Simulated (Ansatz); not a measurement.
An Ansatz input:

```yaml
crystal:
  lattice:
    - [2.4300429196, 0.0, 0.0]
    - [0.0, 2.4300429196, 0.0]
    - [0.0, 0.0, 2.4300429196]
  atoms:
    - { symbol: Rh, position: [0.0, 0.0, 0.0], spin: 1.0 }
hamiltonian:
  xc: pbe
  pseudopotentials:
    kind: paw
    azcp:
      Rh: "pseudopotentials/Rh.paw.azcp"
basis:
  ecutwfc: 420
  fft_grid_basis: typed
kpoints:
  mp_grid: { grid: [20, 20, 20], shift: [0, 0, 0] }
magnetization:
  spin_polarized: true
scf:
  occupations: { method: fermi_dirac, width: 0.05 }
output:
  stress: true
```

Terminal output

```
Engine: ansatz 0.2.0, aarch64-unknown-linux-gnu
Pseudopotentials: kind: paw
Pseudopotential: Rh, paw, valence charge 17, recommended cutoff 420 eV (normal) 
Functional definition: PBE
  parameter kappa = 0.804
  parameter beta = 0.06672455060314922
  exchange = pbe_x(kappa = kappa, mu = beta*pi^2/3)
  correlation = pbe_c(beta = beta)
Crystal: 1 atoms, lattice volume = 14.350 Å³
Basis set: ecut = 420 eV, 257 PW (Γ)
Bands: 13, of which v1, the nominal top of the filled ones, is band 9 counted from 1 (8 counted from 0)
Symmetry: 48 space group operations
Space group: Pm-3m (ITA 221), of the structure as read, at distance tolerance 2.4e-5 Å
Magnetic group: BNS 221.92 (UNI 1594), of the structure as read, at distance tolerance 2.4e-5 Å
k-points: 286 of 8000
Non-local potential: Rh, projectors of the file, l = 0: 3, l = 1: 2, l = 2: 2, l = 3: 1
PAW form: soft (Blöchl's): semilocal exchange-correlation on the pseudo side does not see the compensation charge
PAW one-centre angular grid: Rh, 590 points (default); XC on 64 Gauss nodes
Initial density: superposition of atomic densities (chi_scale 0.1, normalization cell)
Starting moments: Σ|m| = 1 μB on 1 of 1 site
Initial wavefunctions: pseudopotential atomic-orbital guess
Functional: x = pbe(κ = 0.804, μ = 0.2195149727645171), c = pbe(β = 0.06672455060314922)
SCF iter   1: F=—  HF=-6402.533728 eV  |F-HF|=—  |Δ(HF+E_count)|=         —  Δρ=8.41e-2 (↑8.41e-2 ↓3.07e-2)  dr2=9.99e-1  dr2_m=2.87e-1  M=0.186 μB ∫|m|=0.186 μB  β_m=0.30  ethr=3.10e-3  ⟨swp⟩=5.0  Hψ=39980  notcnv=0
Mixer restart at iter 1: flushing history
SCF iter   2: F=—  HF=-6402.106416 eV  |F-HF|=—  |Δ(HF+E_count)|=   4.27e-1  Δρ=5.67e-2 (↑5.67e-2 ↓2.31e-2)  dr2=3.69e-1  dr2_m=1.58e-1  M=0.149 μB ∫|m|=0.149 μB  β_m=0.57  ethr=3.10e-3  ⟨swp⟩=2.0  Hψ=14298  notcnv=0  defer=121
SCF iter   3: F=—  HF=-6401.921019 eV  |F-HF|=—  |Δ(HF+E_count)|=   1.85e-1  Δρ=9.36e-3 (↑9.03e-3 ↓9.36e-3)  dr2=1.85e-3  dr2_m=9.80e-3  M=0.047 μB ∫|m|=0.047 μB  β_m=0.78  ethr=2.17e-3  ⟨swp⟩=2.3  Hψ=12089  notcnv=0  defer=121
SCF iter   4: F=—  HF=-6401.928722 eV  |F-HF|=—  |Δ(HF+E_count)|=   7.70e-3  Δρ=7.68e-4 (↑7.48e-4 ↓7.68e-4)  dr2=3.61e-5  dr2_m=5.26e-5  M=0.005 μB ∫|m|=0.005 μB  β_m=0.89  ethr=1.09e-5  ⟨swp⟩=2.0  Hψ=14635  notcnv=0  defer=116
SCF iter   5: F=—  HF=-6401.928778 eV  |F-HF|=—  |Δ(HF+E_count)|=   5.62e-5  Δρ=3.12e-4 (↑1.62e-4 ↓3.12e-4)  dr2=4.89e-6  dr2_m=6.81e-6  M=0.001 μB ∫|m|=0.002 μB  β_m=0.94  ethr=2.12e-7  ⟨swp⟩=2.4  Hψ=12206  notcnv=0  defer=116
SCF iter   6: F=—  HF=-6401.928780 eV  |F-HF|=—  |Δ(HF+E_count)|=   1.38e-6  Δρ=1.10e-4 (↑1.10e-4 ↓9.99e-5)  dr2=5.47e-6  dr2_m=1.14e-8  M=0.000 μB ∫|m|=0.000 μB  β_m=0.88  ethr=2.88e-8  ⟨swp⟩=2.0  Hψ=12155  notcnv=0  defer=116
SCF iter   7: F=—  HF=-6401.928778 eV  |F-HF|=—  |Δ(HF+E_count)|=   1.94e-6  Δρ=2.62e-5 (↑2.62e-5 ↓1.25e-5)  dr2=1.92e-7  dr2_m=7.64e-9  M=0.000 μB ∫|m|=0.000 μB  β_m=0.94  ethr=2.88e-8  ⟨swp⟩=2.4  Hψ=10331  notcnv=0  defer=116
SCF iter   8: F=—  HF=-6401.928778 eV  |F-HF|=—  |Δ(HF+E_count)|=   6.57e-8  Δρ=4.49e-6 (↑4.49e-6 ↓1.76e-6)  dr2=5.24e-9  dr2_m=2.82e-10  M=0.000 μB ∫|m|=0.000 μB  β_m=0.97  ethr=1.13e-9  ⟨swp⟩=2.4  Hψ=10439  notcnv=0  defer=116
SCF iter   9: F=—  HF=-6401.928777 eV  |F-HF|=—  |Δ(HF+E_count)|=   1.26e-9  Δρ=2.39e-7 (↑2.39e-7 ↓9.60e-8)  dr2=1.28e-11  dr2_m=8.92e-13  M=0.000 μB ∫|m|=0.000 μB  β_m=0.98  ethr=3.08e-11  ⟨swp⟩=2.5  Hψ=11156  notcnv=0  defer=116
SCF iter  10: F=-6401.928777 eV  HF=-6401.928777 eV  |F-HF|=3.64e-12  |Δ(HF+E_count)|=  9.09e-13  Δρ=5.65e-8 (↑5.05e-8 ↓5.65e-8)  dr2=1.56e-12  dr2_m=2.30e-14  M=0.000 μB ∫|m|=0.000 μB  ethr=1.00e-12  ⟨swp⟩=1.0  Hψ=17410  notcnv=0
SCF 1 converged in 10 iterations: F = -6401.928777 eV  dr2 = 1.56e-12
WARN: the starting moments were not kept: the SCF closed with an absolute magnetisation of 6.4e-8 μB, where they sum to 1 μB in size (1 site). That is at most 0.1 of that sum. Measured as dr2_m measures the in/out step, that magnetisation stands 4.5e-15 eV from none, at or under the dr2_threshold of 1.0e-7 eV: it is no larger than a step whose dr2_m would equal this threshold. The system may hold no moment; this SCF shows only that its start led to no more than that. To try another start: raise the starting moments (crystal.atoms[].spin, magnetization.per_species, magnetization.initial_magnetization, or on a non-collinear deck that types none of these the spinor_matrix: blocks that start its atoms; where the total moment is fixed, keep their sum and leave initial_magnetization as it is; typed ones take the place of any that the run laid by itself, positive ones on a crystal's lanthanoids without a Hubbard term where scf.initial_density.shell_occupations: [] is typed) or, if the notice of its spin-set hold's release reads "site moments contracting" or "site moments show no strong build", lengthen the hold (scf.mixing.spin_hold: { on: { confirm: 4 } }; for m-r²SCAN on two components see the key's manual first). Each may lead to a state that holds a moment. A second SCF, from the converged charge density, with the starting moments and any scf.initial_density.shell_occupations laid on it anew, would have followed, and was not run: the deck does not ask for one (magnetization.retry_lost_moments is false, the default). To let it run, set magnetization.retry_lost_moments: true and run the deck again, where that key's refused combinations let it; where memory then withholds it, that run's warning says so.
SCF converged after 10 iterations
Magnetization: 0.0000 μB (8.5000 up, 8.5000 down)
Absolute magnetization: 0.0000 μB (∫|ρ↑−ρ↓|, with the PAW one-centre terms)
Spin contamination: 0.0000 ħ² per cell (⟨S²⟩ above its minimum at these occupations)
Per-site moments (μB) at R_I (Å): [(4.227981106246071e-8, 1.002392704335)]
Free energy (F): -6401.928777 eV
Harris-Foulkes:  -6401.928777 eV  (|F-HF|=3.64e-12)
Internal energy: -6401.916912 eV  (E = F + TS)
E sigma→0 (E₀):  -6401.922845 eV
Entropy (-TS):   -0.011866 eV (-11.866 meV/atom)
Fermi energy:    21.350758 eV
--- Per-component energies (eV) ---
  E_band       = -102.383755
  E_kinetic    = 577.270495
  E_local      = -1708.725336  (includes V_loc(G=0)·N_el)
  E_nonlocal   = 357.899149
  E_hartree    = 611.881660
  E_xc         = -222.375217
  E_vxc        = -279.219844  (∫ρ·V_xc dr)
  E_paw        = -3588.403972  (= ΣΔE_a)
  E_vpaw       = -273.372386  (= ΣTr[D̂ρ^β])
  E_aug_tail   = 0.000909  (compensation charges beyond the density's cutoff)
  E_ewald      = -2429.464598
  E_smearing   = -0.011866  (= −TS)
  E_closure    = 0.000000  (closes the sum)
  Σ components = -6401.928777   (vs F -6401.928777, Δ=0.00e0)
--- Stress (GPa, compression-positive) ---
       32.267759      -0.000000       0.000000
        0.000000      32.267759      -0.000000
        0.000000       0.000000      32.267759
  P = ⅓ Tr σ = 32.2678 GPa (322.678 kbar)
```
